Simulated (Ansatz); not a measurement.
FeO:

```
CELL_PARAMETERS angstrom
0.00000 2.15540 2.15540
2.15540 0.00000 2.15540
2.15540 2.15540 0.00000
ATOMIC_POSITIONS crystal
Fe 0.00000 0.00000 0.00000
O 0.50000 0.50000 0.50000
```

| Item | Value |
| --- | --- |
| Program | Ansatz 0.2.0 |
| Task | relaxation of cell and atoms |
| Functional | PBE |
| Potentials or basis | Ansatz PAW |
| Cutoff | 420 eV (not typed: the program's choice for these potentials) |
| k mesh | 11 × 11 × 11 |
| Occupations | fermi-dirac, width 0.05 eV |
| Spin | collinear spin, ferromagnetic start |
| Starting moments | [3.0, 0.0] μB |
| Hubbard terms | Fe d U = 6 eV |

At the start: volume 10.01 Å³/atom.

**Question.** Where does the relaxation end?

**Answer.** It ends after 17 steps and the volume is 10.92 Å³/atom (+9.0 %); space group Immm (No. 71, to 0.05 Å); moment 4.00 μB per cell.

Step by step:
| step | energy change (eV) | largest force (eV/Å) | volume (Å³) |
| --- | --- | --- | --- |
| 1 | 0.0000 | 0.0000 | 20.03 |
| 2 | -0.0050 | 0.0000 | 20.34 |
| 3 | -0.0052 | 0.0000 | 20.52 |
| 4 | -0.0052 | 0.0000 | 20.53 |
| 5 | -0.0076 | 0.0000 | 20.53 |
| 6 | -0.0075 | 0.0000 | 20.55 |
| 7 | -0.0076 | 0.0000 | 20.55 |
| 8 | -1.3341 | 0.0000 | 20.55 |
| 9 | -1.3732 | 0.0000 | 21.33 |
| 10 | -1.3791 | 0.0000 | 21.76 |
| 11 | -1.3810 | 0.0000 | 21.78 |
| 12 | -1.3810 | 0.0000 | 21.79 |
| 13 | -1.3885 | 0.0000 | 21.79 |
| 14 | -1.3884 | 0.0000 | 21.83 |
| 15 | -1.3884 | 0.0000 | 21.83 |
| 16 | -1.3886 | 0.0000 | 21.83 |
| 17 | -1.3886 | 0.0000 | 21.83 |

Final structure:
```
CELL_PARAMETERS angstrom
0.03639 2.27411 2.19132
2.22771 0.00000 2.22771
2.19132 2.27411 0.03639
ATOMIC_POSITIONS crystal
Fe 0.00000 0.00000 0.00000
O 0.50000 0.50000 0.50000
```

Caveat: the magnetic or orbital state may not be the lowest; the electronic state changed during the relaxation; the plane-wave basis is chosen anew once the cell has moved, so the energies of steps on either side of that aren't comparable; the pressure holds a Pulay correction of +0.6 GPa for the finite cutoff; a cell with one magnetic atom can't hold antiferromagnetic order, which such compounds often take.
